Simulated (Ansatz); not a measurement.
Crystal: TiO2 (Anatase).

```
Ti O
1.0
    -1.89210    1.89210    4.75730
     1.89210   -1.89210    4.75730
     1.89210    1.89210   -4.75730
Ti O
2 4
Direct
  0.75000 0.25000 0.50000
  0.00000 0.00000 0.00000
  0.79190 0.79190 0.00000
  0.54190 0.04190 0.50000
  0.95810 0.45810 0.50000
  0.20810 0.20810 0.00000
```

- Program: Ansatz 0.2.0
- Task: relaxation of cell and atoms
- Functional: RPBE
- Potentials or basis: Ansatz PAW
- Cutoff: 420 eV (not typed: the program's choice for these potentials)
- k mesh: 10 × 10 × 10
- Occupations: fermi-dirac, width 0.05 eV
- Spin: no spin polarisation

At the start: volume 11.35 Å³/atom.

Question: Where does the relaxation end?

Answer: It ends after 10 steps and the volume is 11.94 Å³/atom (+5.2 %); space group I4_1/amd (No. 141, to 0.05 Å).

Step by step:
```
step  energy change (eV)  largest force (eV/Å)  volume (Å³)
   1              0.0000                0.1689        68.13
   2             -0.0767                0.0459        70.36
   3             -0.0827                0.0074        71.38
   4             -0.0826                0.0053        71.45
   5             -0.0827                0.0060        71.45
   6             -0.0993                0.0054        71.45
   7             -0.0990                0.0001        71.64
   8             -0.0997                0.0001        71.64
   9             -0.0996                0.0002        71.66
  10             -0.0997                0.0002        71.66
```

Final structure:
```cif
data_structure
_symmetry_space_group_name_H-M 'P 1'
_symmetry_Int_Tables_number 1
_cell_length_a 5.5981
_cell_length_b 5.5981
_cell_length_c 5.5981
_cell_angle_alpha 140.064
_cell_angle_beta 140.064
_cell_angle_gamma 57.756
_cell_volume 71.66
loop_
_atom_site_label
_atom_site_type_symbol
_atom_site_fract_x
_atom_site_fract_y
_atom_site_fract_z
_atom_site_occupancy
Ti1 Ti 0.75000 0.25000 0.50000 1
Ti2 Ti 0.00000 0.00000 0.00000 1
O1 O 0.79429 0.79429 0.00000 1
O2 O 0.54429 0.04429 0.50000 1
O3 O 0.95571 0.45571 0.50000 1
O4 O 0.20571 0.20571 0.00000 1
```

Caveat: the plane-wave basis is chosen anew once the cell has moved, so the energies of steps on either side of that aren't comparable; the pressure holds a Pulay correction of +0.6 GPa for the finite cutoff; the PAW data sets come from PBE, with cores solved anew for the run's functional, which leaves a small shift of forces and pressure.
